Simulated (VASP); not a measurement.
CdTe in VASP 6.6.1, single-point calculation

INCAR

```
GGA = PE
ISIF = 2
NELM = 88
NSW = 0
LREAL = .FALSE.
EDIFF = 1E-7
IBRION = -1
NBANDS = 16
ENCUT = 520
MAGMOM = 3 3
LASPH = .TRUE.
ISMEAR = -4
LWAVE = .FALSE.
PREC = Accurate
LCHARG = .FALSE.
SIGMA = 0.1
ISPIN = 2
```

KPOINTS

```
KPOINTS created by Atomic Simulation Environment
0
Gamma
6 6 6
0 0 0
```

POSCAR

```
Cd Te
 1.0000000000000000
     0.0000000000000000    3.4701925124000002    3.4701925124000002
     3.4701925124000002    0.0000000000000000    3.4701925124000002
     3.4701925124000002    3.4701925124000002    0.0000000000000000
 Cd  Te
   1   1
Cartesian
  0.0000000000000000  0.0000000000000000  0.0000000000000000
  1.7350962562000001  1.7350962562000001  1.7350962562000001
```

The recommended PBE PAW datasets give the neutral cell 18 valence electrons.

Command

```
mpirun -np 1 vasp_std
```

Predict the outcome of this run.

It converged. Results: pressure -3.5 GPa; magnetic moment of the cell 0.00 μB.

OSZICAR

```
N       E                     dE             d eps       ncg     rms          rms(c)
DAV:   1     0.100050921127E+03    0.10005E+03   -0.81837E+03  1032   0.954E+02
DAV:   2     0.151017929617E+01   -0.98541E+02   -0.94039E+02  1224   0.227E+02
DAV:   3    -0.217791206032E+01   -0.36881E+01   -0.36820E+01  1224   0.459E+01
DAV:   4    -0.221556590048E+01   -0.37654E-01   -0.37652E-01  1560   0.397E+00
DAV:   5    -0.221567252733E+01   -0.10663E-03   -0.10663E-03  1304   0.200E-01    0.163E+01
DAV:   6    -0.396466094488E+01   -0.17490E+01   -0.16947E+00  1048   0.903E+00    0.634E+00
DAV:   7    -0.467362241323E+01   -0.70896E+00   -0.80380E-01  1040   0.497E+00    0.243E+00
DAV:   8    -0.467158317797E+01    0.20392E-02   -0.30114E-02  1264   0.919E-01    0.143E+00
DAV:   9    -0.467089126601E+01    0.69191E-03   -0.34813E-03  1160   0.483E-01    0.428E-01
DAV:  10    -0.467136821182E+01   -0.47695E-03   -0.12608E-03  1192   0.292E-01    0.116E-01
DAV:  11    -0.467148282087E+01   -0.11461E-03   -0.13004E-04  1280   0.758E-02    0.602E-02
DAV:  12    -0.467152068097E+01   -0.37860E-04   -0.17013E-05  1256   0.248E-02    0.273E-02
DAV:  13    -0.467154610902E+01   -0.25428E-04   -0.17748E-05  1192   0.244E-02    0.102E-02
DAV:  14    -0.467155081849E+01   -0.47095E-05   -0.54397E-06  1296   0.155E-02    0.373E-03
DAV:  15    -0.467155154498E+01   -0.72649E-06   -0.74687E-07  1208   0.561E-03    0.130E-03
DAV:  16    -0.467155173199E+01   -0.18701E-06   -0.15759E-07  1240   0.216E-03    0.857E-04
DAV:  17    -0.467155181357E+01   -0.81585E-07   -0.79647E-08  1104   0.143E-03
   1 F= -.46715518E+01 E0= -.46715518E+01  d E =0.000000E+00  mag=    -0.0000
```

Standard output (part)

```
POSCAR found type information on POSCAR CdTe
 POSCAR found :  2 types and       2 ions
 LDA part: xc-table for (Slater+PW92), standard interpolation
 POSCAR, INCAR and KPOINTS ok, starting setup
 WAVECAR not read
 entering main loop
```

For comparison, a separate PBE run of the intended cell, on usual settings and not on those above, gives a gap of 0.18 eV on its mesh and a pressure of -3.5 GPa.
